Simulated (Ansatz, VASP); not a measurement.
**BN: 3 runs at one level of theory**

The starting cell:

```xyz
2
Lattice="0.0000 1.8130 1.8130 1.8130 0.0000 1.8130 1.8130 1.8130 0.0000" Properties=species:S:1:pos:R:3 pbc="T T T"
N     0.9065    0.9065    0.9065
B     0.0000    0.0000    0.0000
```

The cell is a database's computed one, not the measured one.

Alike in all runs: task relaxation of cell and atoms; functional LDA; k mesh 13 × 13 × 13; occupations fermi-dirac, width 0.05 eV; no spin polarisation; no spin-orbit coupling. LDA stands for any of its common fits.

| program and potentials | plane-wave cutoff (eV) | notes | equilibrium volume (Å³/atom) |
| --- | --- | --- | --- |
| Ansatz, Ansatz PAW | 420 | potentials made for PBE, which Ansatz adapts in part | 5.74 |
| Ansatz, all-electron LAPW, scalar-relativistic | - | - | 5.74 |
| VASP, LDA PAW files B, N, 600 eV | 600 | - | 5.75 |

The equilibrium volume spans 5.74 (Ansatz, Ansatz PAW) to 5.75 Å³/atom (VASP, LDA PAW files B, N, 600 eV), with all-electron results at 5.74. Relaxations stop with a little pressure left, so the last digit of a volume isn't settled.

The functional is the same throughout but for its coding, so the spread measures potentials, basis and numerics; runs on potential files found faulty are left out.

The three runs give practically the same volume for zincblende BN, and the two plane-wave treatments show no meaningful departure from the all-electron 5.74 Å³/atom. Even the potentials made for PBE do no visible harm here. This is plausible for two first-row elements whose only core shell is a deep, compact 1s, which changes little between functionals and hardly takes part in bonding. The stiffness of the lattice helps too: short, strong, partly polar sp³ bonds give a very high bulk modulus, so a small error in pressure becomes only a tiny error in volume.

All three volumes lie below that of the starting cell and also somewhat below experiment. Since the all-electron run shares this contraction, it belongs to the functional rather than to the potentials: LDA typically overbinds covalent solids, favouring the denser, more uniform charge distribution of a compressed lattice. Agreement at the equilibrium volume alone doesn't establish that the potentials would reproduce the bulk modulus or the energy difference from layered hexagonal BN equally well.
